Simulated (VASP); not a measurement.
# Cu (Fm-3m) in VASP: further runs, part 2 of 2

VASP 6.6.1. The steps go on from the part before.

### 3 Band structure, SCAN

Contents of INCAR:

```
ALGO = Normal ; EDIFF = 1E-6
ENCUT = 520 ; ISIF = 2
ISMEAR = -1 ; LASPH = True
LCHARG = False ; LMAXMIX = 4
LMIXTAU = True ; LREAL = False
LWAVE = False ; METAGGA = SCAN
NELM = 80 ; PREC = Accurate
SIGMA = 0.05
```

Contents of KPOINTS:

```
k-points
0
Gamma
  13 13 13
```

Contents of POSCAR:

```
Cu
1.0
    0.0000000000      1.8075000000      1.8075000000
    1.8075000000      0.0000000000      1.8075000000
    1.8075000000      1.8075000000      0.0000000000
Cu
1
Direct
    0.0000000000      0.0000000000      0.0000000000
```

Contents of KPOINTS_OPT:

```
path GXWKGLUWLK,UX
10
line-mode
reciprocal
 0.0000000000  0.0000000000  0.0000000000  G
 0.5000000000  0.0000000000  0.5000000000  X

 0.5000000000  0.0000000000  0.5000000000  X
 0.5000000000  0.2500000000  0.7500000000  W

 0.5000000000  0.2500000000  0.7500000000  W
 0.3750000000  0.3750000000  0.7500000000  K

 0.3750000000  0.3750000000  0.7500000000  K
 0.0000000000  0.0000000000  0.0000000000  G

 0.0000000000  0.0000000000  0.0000000000  G
 0.5000000000  0.5000000000  0.5000000000  L

 0.5000000000  0.5000000000  0.5000000000  L
 0.6250000000  0.2500000000  0.6250000000  U

 0.6250000000  0.2500000000  0.6250000000  U
 0.5000000000  0.2500000000  0.7500000000  W

 0.5000000000  0.2500000000  0.7500000000  W
 0.5000000000  0.5000000000  0.5000000000  L

 0.5000000000  0.5000000000  0.5000000000  L
 0.3750000000  0.3750000000  0.7500000000  K

 0.6250000000  0.2500000000  0.6250000000  U
 0.5000000000  0.0000000000  0.5000000000  X
```

Potentials or basis: VASP PAW PBE potentials, release 64 (Cu).

Started as:

```
$ cat potpaw_PBE.64/Cu/POTCAR > POTCAR
$ mpirun -np 1 vasp_std > vasp.out
```

OUTCAR:

```text
EDIFF = 1E-6
   ENCUT = 520
   ISIF = 2
   ISMEAR = -1
   LASPH = True
   LREAL = False
   METAGGA = SCAN
   NELM = 80
   PREC = Accurate

 ion  position               nearest neighbor table
   1  0.000  0.000  0.000-

  LATTYP: Found a face centered cubic cell.
 ALAT       =     3.6150000000

  Lattice vectors:

 A1 = (   0.0000000000,   1.8075000000,   1.8075000000)
 A2 = (   1.8075000000,   0.0000000000,   1.8075000000)
[... 466 lines left out ...]
      8      24.8388      0.00000
      9      26.3015      0.00000

 [... further k-points ...]

------------------------ aborting loop because EDIFF is reached ----------------------------------------

  FORCE on cell =-STRESS in cart. coord.  units (eV):
  Direction    XX          YY          ZZ          XY          YZ          ZX
  --------------------------------------------------------------------------------------
  -------------------------------------------------------------------------------------
  Total       -0.4677604     -0.4677604     -0.4677604      0.0000000      0.0000000      0.0000000
  in kB      -63.4554744    -63.4554744    -63.4554744      0.0000000      0.0000000      0.0000000
  external PRESSURE =     -63.4554744 kB  Pullay stress =       0.0000000 kB

 VOLUME and BASIS-vectors are now :
 -----------------------------------------------------------------------------
  energy-cutoff  :      520.00
  volume of cell :       11.81
      direct lattice vectors                 reciprocal lattice vectors
     0.000000000  1.807500000  1.807500000    -0.276625173  0.276625173  0.276625173
     1.807500000  0.000000000  1.807500000     0.276625173 -0.276625173  0.276625173
     1.807500000  1.807500000  0.000000000     0.276625173  0.276625173 -0.276625173

 POSITION                                       TOTAL-FORCE (eV/Angst)
 -----------------------------------------------------------------------------------
      0.00000      0.00000      0.00000         0.000000     -0.000000      0.000000
 -----------------------------------------------------------------------------------
    total drift:                                0.000000      0.000000      0.000000

  FREE ENERGIE OF THE ION-ELECTRON SYSTEM (eV)
  ---------------------------------------------------
  free  energy   TOTEN  =       -15.1312656140 eV

  energy  without entropy=      -15.1286174340  energy(sigma->0) =      -15.12994152
```

OSZICAR:

```text
N       E                     dE             d eps       ncg     rms          rms(c)
DAV:   1     0.222800044590E+02    0.22280E+02   -0.57774E+03  1584   0.205E+03
DAV:   2    -0.173198321626E+02   -0.39600E+02   -0.37622E+02  1528   0.198E+02
DAV:   3    -0.177550324701E+02   -0.43520E+00   -0.43388E+00  1774   0.305E+01
[... 23 lines left out ...]
DAV:   7     0.373639307948E+04   -0.31434E-05     1403
DAV:   8     0.373639307923E+04   -0.25293E-06     1274
       N       E                     dE             ncg
DAV:   1     0.344547532549E+05   -0.78889E+04      288
DAV:   2     0.338084497823E+05   -0.64630E+03      288
DAV:   3     0.338016165290E+05   -0.68333E+01      302
DAV:   4     0.338015328954E+05   -0.83634E-01      332
DAV:   5     0.338015311501E+05   -0.17453E-02      315
DAV:   6     0.338015310994E+05   -0.50719E-04      335
DAV:   7     0.338015310984E+05   -0.99832E-06      198
```

stdout:

```text
POSCAR found type information on POSCAR Cu
 POSCAR found :  1 types and       1 ions
 scaLAPACK will be used
 -----------------------------------------------------------------------------
|                                                                             |
|                                                                             |
|     You enforced a specific xc type in the INCAR file but a different       |
|     I HOPE YOU KNOW WHAT YOU ARE DOING!                                     |
|                                                                             |
 -----------------------------------------------------------------------------

 LDA part: xc-table for (None), standard interpolation
 POSCAR, INCAR and KPOINTS ok, starting setup
 FFT: planning ... GRIDC
 FFT: planning ... GRID_SOFT
 FFT: planning ... GRID
 WAVECAR not read
 entering main loop
 Start KPOINTS_OPT (optional k-point list driver)
k-point batch [1-84\100]
k-point batch [85-100\100]
```

Wall time 30 s (1 thread of Intel Xeon 6975P-C (Granite Rapids), shared host); peak memory 0.14 GiB.

What came out:

- Free energy: -15.1313 eV
- Pressure: -6.3 GPa
- Band gap along the path: none (metal or under the smearing width)

Levels at the corners of the path, in eV from the Fermi level:
```csv
point,band 1,band 2,band 3,band 4,band 5,band 6,band 7,band 8,band 9
Γ,-9.90,-3.28,-3.28,-3.28,-2.48,-2.48,23.16,26.19,26.19
X,-5.21,-4.73,-1.93,-1.72,-1.72,1.35,7.24,13.55,13.55
X,-5.21,-4.73,-1.93,-1.72,-1.72,1.35,7.24,13.55,13.55
W,-4.46,-3.83,-3.83,-2.52,-1.72,6.25,6.25,8.44,9.11
W,-4.46,-3.83,-3.83,-2.52,-1.72,6.25,6.25,8.44,9.11
K,-4.61,-4.38,-3.04,-2.35,-1.92,4.29,5.79,8.03,15.69
K,-4.61,-4.38,-3.04,-2.35,-1.92,4.29,5.79,8.03,15.69
Γ,-9.90,-3.28,-3.28,-3.28,-2.48,-2.48,23.16,26.19,26.19
Γ,-9.90,-3.28,-3.28,-3.28,-2.48,-2.48,23.16,26.19,26.19
L,-5.41,-3.33,-3.33,-1.88,-1.88,-1.23,3.75,21.75,22.89
L,-5.41,-3.33,-3.33,-1.88,-1.88,-1.23,3.75,21.75,22.89
U,-4.61,-4.38,-3.04,-2.35,-1.92,4.29,5.79,8.03,15.69
U,-4.61,-4.38,-3.04,-2.35,-1.92,4.29,5.79,8.03,15.69
W,-4.46,-3.83,-3.83,-2.52,-1.72,6.25,6.25,8.44,9.11
W,-4.46,-3.83,-3.83,-2.52,-1.72,6.25,6.25,8.44,9.11
L,-5.41,-3.33,-3.33,-1.88,-1.88,-1.23,3.75,21.75,22.89
L,-5.41,-3.33,-3.33,-1.88,-1.88,-1.23,3.75,21.75,22.89
K,-4.61,-4.38,-3.04,-2.35,-1.92,4.29,5.79,8.03,15.69
U,-4.61,-4.38,-3.04,-2.35,-1.92,4.29,5.79,8.03,15.69
X,-5.21,-4.73,-1.93,-1.72,-1.72,1.35,7.24,13.55,13.55
```

Caveat: the PAW data sets were made with another functional, which shifts forces and pressure a little.

### 4 Band structure, rSCAN

Contents of INCAR:

```
SYSTEM = Cu
ALGO = Normal ; EDIFF = 1E-6
ENCUT = 520 ; ISIF = 2
ISMEAR = -1 ; LASPH = .TRUE.
LCHARG = .FALSE. ; LMAXMIX = 4
LMIXTAU = .TRUE. ; LREAL = .FALSE.
LWAVE = .FALSE. ; METAGGA = RSCAN
NELM = 100 ; PREC = Accurate
SIGMA = 0.05
```

Contents of KPOINTS:

```
k-points
0
G
  13 13 13
  0 0 0
```

POSCAR is that of step 3.

KPOINTS_OPT, as its differences from that of step 3:

```diff
@@ -1,3 +1,3 @@
 path GXWKGLUWLK,UX
-10
+15
 line-mode
```

Started as:

```
$ cat potpaw_PBE.64/Cu/POTCAR > POTCAR
$ mpirun -np 1 vasp_std > vasp.out
```

It took 33 s on 1 thread of Intel Xeon 6975P-C (Granite Rapids), shared host; peak memory 0.14 GiB.

It converged, with:

```yaml
Free_energy: -18.2577 eV
Pressure: -4.8 GPa
Band_gap_along_the_path: none (metal or under the smearing width)
```

Levels at the corners of the path, in eV from the Fermi level:
```csv
point,band 2,band 3,band 4,band 5,band 6,band 7,band 8,band 9
Γ,-3.34,-3.34,-3.34,-2.52,-2.52,23.19,26.16,26.16
X,-4.77,-1.97,-1.79,-1.79,1.42,7.23,13.53,13.53
X,-4.77,-1.97,-1.79,-1.79,1.42,7.23,13.53,13.53
W,-3.86,-3.86,-2.56,-1.79,6.28,6.28,8.39,9.15
W,-3.86,-3.86,-2.56,-1.79,6.28,6.28,8.39,9.15
K,-4.41,-3.08,-2.39,-1.99,4.33,5.79,8.03,15.67
K,-4.41,-3.08,-2.39,-1.99,4.33,5.79,8.03,15.67
Γ,-3.34,-3.34,-3.34,-2.52,-2.52,23.19,26.16,26.16
Γ,-3.34,-3.34,-3.34,-2.52,-2.52,23.19,26.16,26.16
L,-3.38,-3.38,-1.94,-1.94,-1.20,3.76,21.69,22.88
L,-3.38,-3.38,-1.94,-1.94,-1.20,3.76,21.69,22.88
U,-4.41,-3.08,-2.39,-1.99,4.33,5.79,8.03,15.67
U,-4.41,-3.08,-2.39,-1.99,4.33,5.79,8.03,15.67
W,-3.86,-3.86,-2.56,-1.79,6.28,6.28,8.39,9.15
W,-3.86,-3.86,-2.56,-1.79,6.28,6.28,8.39,9.15
L,-3.38,-3.38,-1.94,-1.94,-1.20,3.76,21.69,22.88
L,-3.38,-3.38,-1.94,-1.94,-1.20,3.76,21.69,22.88
K,-4.41,-3.08,-2.39,-1.99,4.33,5.79,8.03,15.67
U,-4.41,-3.08,-2.39,-1.99,4.33,5.79,8.03,15.67
X,-4.77,-1.97,-1.79,-1.79,1.42,7.23,13.53,13.53
```

Caveat: the PAW data sets were made with another functional, which shifts forces and pressure a little.

### 5 The reference run

An earlier run on the cell as given: functional PBE; potentials or basis VASP PAW PBE potentials, release 64 (Cu); cutoff 520 eV; k mesh 13 × 13 × 13; occupations fermi-dirac, width 0.05 eV; no spin polarisation.

* Pressure: 2.2 GPa
* Band gap on the k mesh: none (metal or under the smearing width)

### 6 Summary

| task | level | pressure (GPa) |
| --- | --- | --- |
| band structure | r2SCAN | -4.3 |
| band structure | SCAN | -6.3 |
| band structure | rSCAN | -4.8 |
| single point | PBE | 2.2 |

Alike in all rows: potentials or basis VASP PAW PBE potentials, release 64 (Cu); no spin polarisation; cell as given; k mesh 13 × 13 × 13; cutoff (eV) 520; smearing fermi-dirac 0.05 eV.

The pressure there spans -6.3 GPa (SCAN) to 2.2 GPa (PBE); a positive pressure means that this level wants a larger cell, a negative one a smaller.

Caveats: the PAW data sets were made with another functional, which shifts forces and pressure a little (some runs).

Total energies depend on the potentials used, so only differences within one code and one set of settings carry meaning.
